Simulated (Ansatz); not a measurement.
## KZnF$_{3}$ (Pm-3m) at 2 levels of theory

One geometry, relaxed with PBE; plane waves with PAW potentials in Ansatz, scalar-relativistic. No spin polarisation. Gaps are the least over mesh and band path; pressure is positive in compression, and isn't given for hybrids.

Space group Pm-3m (No. 221). a = 4.127 Å, b = 4.127 Å, c = 4.127 Å, α = 90.00°, β = 90.00°, γ = 90.00°
```csv
atom,site,symmetry,x,y,z
K,1a,m-3m,0.0000,0.0000,0.0000
Zn,1b,m-3m,0.5000,0.5000,0.5000
F,3c,4/mm.m,0.0000,0.5000,0.5000
```

| level | cutoff (eV) | k mesh | gap (eV) | pressure (GPa) |
| --- | --- | --- | --- | --- |
| PBE | 420 | 6×6×6 | 3.71 | 0.0 |

Question: What comes out on the same cell with HSE06?

Answer:
| level | cutoff (eV) | k mesh | gap (eV) | pressure (GPa) |
| --- | --- | --- | --- | --- |
| HSE06 | 420 | 4×4×4 | 6.16 | - |

It comes from a database structure that was distorted and then relaxed.
